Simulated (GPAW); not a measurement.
**In in GPAW: convergence with basis set**

Crystal: In.

```
In
1.0
    -1.62547    1.62547    2.47370
     1.62547   -1.62547    2.47370
     1.62547    1.62547   -2.47370
In
1
Cartesian
  0.0000 0.0000 0.0000
```

```yaml
Program: GPAW 26.7.0
Task: convergence study
Functional: LDA
Potentials_or_basis: the program's PAW data sets (release 1.2.1) made for this functional
Basis: lcao:sz(dzp)
Grid_spacing: 0.16 Å
k_mesh: 9 × 9 × 9
Occupations: fermi-dirac, width 0.05 eV
Spin: no spin polarisation
```

These are the settings of the first run; the series varies basis set, with any setting tied to it.

Hardware: 1 thread of Arm Neoverse V1 (shared host).

```tsv
basis set	energy less the tightest run, at zero smearing (meV/atom)	SCF cycles	CPU time (s)	peak memory (GiB)
lcao:sz(dzp)	1010.99	7	44	0.14
lcao:szp(dzp)	544.42	7	170	0.15
lcao:dz(dzp)	582.28	8	68	0.15
lcao:dzp	364.37	8	220	0.16
fd	-62.14	10	37	0.26
pw	0.00	8	13	0.15
```

Not settled before the last step: the energy (to 1 meV/atom). The tightest run that finished is the yardstick and may itself not be fully converged.
